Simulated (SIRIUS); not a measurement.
Co under changes of volume

One of the cells (10.853 Å³/atom); the others are scaled copies at fixed shape and fractional positions:

```
CELL_PARAMETERS angstrom
2.48837 0.00000 0.00000
-1.24419 2.15499 0.00000
0.00000 0.00000 4.04777
ATOMIC_POSITIONS crystal
Co 0.66667 0.33333 0.75000
Co 0.33333 0.66667 0.25000
```

```yaml
Program: SIRIUS 7.12.0
Functional: PBEsol
Potentials_or_basis: all-electron FP-LAPW
Cutoff: 210 eV
Basis: apw+lo standard
k_mesh: 12 × 12 × 7
Occupations: fermi-dirac, width 0.05 eV
Spin: collinear spin, ferromagnetic start
Starting_moments: "[2.0, 2.0] μB"
```

```tsv
volume (Å³/atom)	energy over the lowest point (meV/atom)	moment (μB per cell)
10.002	6.91	3.02
10.215	0.03	3.06
10.427	0.00	3.12
10.853	16.93	3.22
11.066	33.07	3.26
11.279	?	?
```

Q: What does the run at 11.279 Å³/atom give?

A: Energy over the lowest point 53.65 meV/atom; moment 3.30 μB per cell.

Worked out: A Birch-Murnaghan fit of order 3 (a polynomial in V^(-2/3)) to the other rows has its minimum at 10.33 Å³/atom with B0 = V·E''(V) = 229 GPa and B' = 4.1 at fixed shape and positions, which overstates the stiffness. It gives 53.53 meV/atom at 11.279 Å³/atom, against the run's 53.65. A straight line through the other rows of the moment, of slope 0.232 μB per Å³/atom, extrapolates to 3.31 μB, against the run's 3.30.

Energies are extrapolated to zero smearing.
